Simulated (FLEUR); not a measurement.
MgTe under changes of volume

One of the cells (33.761 Å³/atom); the others are scaled copies at fixed shape and fractional positions:

```
CELL_PARAMETERS angstrom
0.00000 3.23200 3.23200
3.23200 0.00000 3.23200
3.23200 3.23200 0.00000
ATOMIC_POSITIONS crystal
Te 0.25000 0.25000 0.25000
Mg 0.00000 0.00000 0.00000
```

The cell comes from a database or a generator and needn't be the stable form of this composition.

| Property | Result |
| --- | --- |
| Program | FLEUR MaX-R8.1 (later development tree) |
| Functional | PBE |
| Potentials or basis | all-electron |
| Basis | FLAPW |
| Kmax | 3.84 1/bohr |
| k mesh | 7 × 7 × 7 |
| Occupations | fermi-dirac, width 0.05 eV |
| Spin | no spin polarisation |

| volume (Å³/atom) | energy over the lowest point (meV/atom) | gap on the mesh (eV) |
| --- | --- | --- |
| 31.735 | ? | ? |
| 32.410 | 14.53 | 2.60 |
| 33.086 | 6.35 | 2.51 |
| 33.761 | 1.65 | 2.41 |
| 34.436 | 0.00 | 2.33 |
| 35.111 | 1.21 | 2.24 |
| 35.787 | 4.96 | 2.16 |

Problem. What does the run at 31.735 Å³/atom give?

Solution. Energy over the lowest point 26.50 meV/atom; gap on the mesh 2.70 eV.

Worked out: A Birch-Murnaghan fit of order 3 (a polynomial in V^(-2/3)) to the other rows has its minimum at 34.48 Å³/atom with B0 = V·E''(V) = 34 GPa and B' = 4.0. It gives 26.47 meV/atom at 31.735 Å³/atom, against the run's 26.50. A straight line through the other rows of the gap, of slope -4.46 eV per unit of ln V (its deformation potential), extrapolates to 2.69 eV, against the run's 2.70.

Energies are extrapolated to zero smearing.

Caveats: the plane-wave cutoff is short for the semicore states, which can make moduli rough; spin-orbit coupling is left out, which moves the levels of the heavy elements; an odd mesh through Γ misses points on the zone boundary, where band edges often lie (some runs).
